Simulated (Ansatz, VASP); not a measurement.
C: VASP beside Ansatz

```
CELL_PARAMETERS angstrom
2.49731 0.00000 0.00000
-1.24865 2.16273 0.00000
0.00000 0.00000 16.50980
ATOMIC_POSITIONS crystal
C 0.83333 0.16667 0.48456
C 0.16667 0.83333 0.51544
```

Alike in both runs: task relaxation of the atoms; functional LDA; k mesh 14 × 14 × 1; occupations fermi-dirac, width 0.02 eV; no spin polarisation.

|  | VASP | Ansatz |
| --- | --- | --- |
| version | VASP 6.6.1 | Ansatz 0.2.0 |
| potentials or method | VASP PAW LDA potentials, release 64 (C) | PAW with Ansatz's default frozen-core files, scalar-relativistic |
| plane-wave cutoff (eV) | 520 | 420 |
| valence electrons in the cell | 8 | 8 |

```csv
,VASP,Ansatz,Ansatz less VASP
"gap on the k mesh at the Fermi level, each at its own relaxed structure (eV)",1.17,1.17,0.000
energy change over the relaxation (meV/atom),-1153,-1160,-7.1
```

Ansatz warned: «stress_scf_threshold_loose».
